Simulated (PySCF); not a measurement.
**Functional dependence of a UV spectrum**

Species: C3H4N2.
SMILES: `c1c[nH]cn1`

Linear-response calculations in the def2-SVPD basis (PySCF; singlets by full response, triplets Tamm–Dancoff, core orbitals frozen in the response; HF means time-dependent Hartree–Fock). 'Strongest' is the level of largest summed f among the singlets computed (10 roots, of which the last may lack a degenerate partner); it can jump between rows when another state enters that window. S1 is the lowest singlet of each run and needn't be the same state throughout; f(S1) is that of one state. Isolated species at its PBE0-D3(BJ)/def2-SVP geometry, gas phase.

```json
{"functional": "BHandHLYP", "kind": "global hybrid, 50% exact exchange", "S1 (eV)": "6.24", "f(S1)": "0.001", "strongest (eV)": "6.72", "T1 (eV)": "4.43", "HOMO (eV)": "-7.59", "gap (eV)": "8.67", "ionisation energy, ΔSCF (eV)": "8.73"}
{"functional": "CAM-B3LYP", "kind": "range-separated hybrid", "S1 (eV)": "6.23", "f(S1)": "0.001", "strongest (eV)": "6.66", "T1 (eV)": "4.51", "HOMO (eV)": "-8.02", "gap (eV)": "9.26", "ionisation energy, ΔSCF (eV)": "8.99"}
{"functional": "wB97X-D", "kind": "range-separated hybrid", "S1 (eV)": "6.57", "f(S1)": "0.002", "strongest (eV)": "6.69", "T1 (eV)": "4.63", "HOMO (eV)": "-8.56", "gap (eV)": "10.84", "ionisation energy, ΔSCF (eV)": "8.95"}
{"functional": "LC-wPBE", "kind": "range-separated hybrid", "S1 (eV)": "6.83", "f(S1)": "0.170", "strongest (eV)": "8.59", "T1 (eV)": "4.46", "HOMO (eV)": "-9.36", "gap (eV)": "11.71", "ionisation energy, ΔSCF (eV)": "9.02"}
```

S1 runs from 6.23 eV (CAM-B3LYP) to 6.83 eV (LC-wPBE), a spread of 0.60 eV, while the orbital gap spreads over 3.0 eV. −ε(HOMO) comes closest to its own ΔSCF ionisation energy with LC-wPBE (+0.34 eV) and misses most with BHandHLYP (-1.14 eV). The lowest triplet of a reference set is 3A'(π→π*) at 4.73 eV (computed, theoretical best estimate (aug-cc-pVTZ, frozen core, CC3 geometry), gas; Veril, Scemama, Caffarel, Lipparini, Boggio-Pasqua, Jacquemin, Loos, WIREs Comput. Mol. Sci. 2021, 11, e1517 (QUESTDB)). The lowest computed triplet differs from it by wB97X-D -0.10, CAM-B3LYP -0.22, LC-wPBE -0.27, BHandHLYP -0.30 eV; geometry and basis of the reference needn't be the same.
